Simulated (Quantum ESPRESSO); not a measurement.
## Ba: equation of state with PBE+D3(BJ)

Ba:

```
Ba
1.0
    -2.50650    2.50650    2.50650
     2.50650   -2.50650    2.50650
     2.50650    2.50650   -2.50650
Ba
1
Cartesian
  0.0000 0.0000 0.0000
```

| Property | Result |
| --- | --- |
| Program | Quantum ESPRESSO 7.5 |
| Task | equation of state |
| Functional | PBE |
| Dispersion | D3(BJ) |
| Potentials or basis | PseudoDojo 0.4.1 SR PBE standard |
| Cutoff | 599 eV |
| Density cutoff | 2395 eV |
| k mesh | 8 × 8 × 8 |
| Occupations | fermi-dirac, width 0.05 eV |
| Spin | no spin polarisation |
| Mixing beta | 0.5 |
| Most SCF iterations | 120 |
| SCF threshold | 2e-10 Ry |

The equilibrium volume is 59.88 Å³/atom, the bulk modulus is 9.6 GPa and the pressure derivative of the bulk modulus is 3.1.

Energy against volume, from the lowest point:
| volume (Å³/atom) | energy (meV/atom) |
| --- | --- |
| 59.209 | 0.05 |
| 60.469 | 0.00 |
| 61.729 | 1.47 |
| 62.989 | 4.33 |
| 64.249 | 8.47 |
| 65.508 | 13.78 |
| 66.768 | 20.17 |

All runs of the series together: 35 s on 1 thread of AMD EPYC 7R13 Processor (Zen 3), on a shared host.

Caveat: this release of the barium file is off. The run has no spin-orbit coupling, so splittings on Ba are missing.
